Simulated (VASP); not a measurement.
Crystal: LiH.

```
CELL_PARAMETERS angstrom
0.00000 1.98602 1.98602
1.98602 0.00000 1.98602
1.98602 1.98602 0.00000
ATOMIC_POSITIONS crystal
Li 0.00000 0.00000 0.00000
H 0.50000 0.50000 0.50000
```

Base run:

- Program: VASP 6.6.1
- Functional: PBE
- Potentials or basis: VASP PAW PBE potentials, release 64 (Li_sv, H)
- Cutoff: 520 eV
- k mesh: 10 × 10 × 10
- Occupations: gaussian, width 0.03 eV
- Spin: no spin polarisation

Its results: band gap on the k mesh 2.96 eV, direct.

Problem. The run is repeated on the same cell with these changes: functional from PBE to HSE06. What comes out?

Solution. Band gap on the k mesh 3.97 eV, direct.

HSE06 gives the wider gap, since exact exchange removes part of the self-interaction.
